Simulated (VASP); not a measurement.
HfO2, 6 atoms in the cell. Symmetry: P4_2/mnm, No. 136, tetragonal system. The conventional cell has a = 4.814 Å, b = 4.814 Å, c = 3.205 Å, α = 90.00°, β = 90.00°, γ = 90.00°. Around Hf (site symmetry mmm) lie 6 O at 2.08 Å. Around O (site symmetry m2m) lie 3 Hf at 2.08 Å. Measurements of this composition are mostly on another form, of space group No. 14.

- Program: VASP 6.6.1
- Task: relaxation of cell and atoms
- Functional: PBE
- Potentials or basis: VASP PAW PBE potentials, release 64 (Hf_pv, O_h)
- Cutoff: 980 eV
- k mesh: 6 × 6 × 8
- Occupations: fermi-dirac, width 0.05 eV
- Spin: no spin polarisation
- Further INCAR settings: ALGO = Normal; EDIFF = 1e-06; IBRION = 2; EDIFFG = -0.01; NSW = 40; ISIF = 3

Potentials or basis: VASP PAW PBE potentials, release 64 (Hf_pv, O_h).

Launch:

```bash
$ cat potpaw_PBE.64/Hf_pv/POTCAR potpaw_PBE.64/O_h/POTCAR > POTCAR
$ mpirun -np 1 vasp_std > vasp.out
```

Hardware: 1 thread of Intel(R) Xeon(R) Platinum 8488C (Sapphire Rapids), with other jobs on the host.

**Question.** Estimate the wall time of this run.

**Answer.** It took 11 min on 1 thread of Intel(R) Xeon(R) Platinum 8488C (Sapphire Rapids) (shared host), peak memory 0.43 GiB. Counts: scf iterations 48, k points 50, ion steps 6.
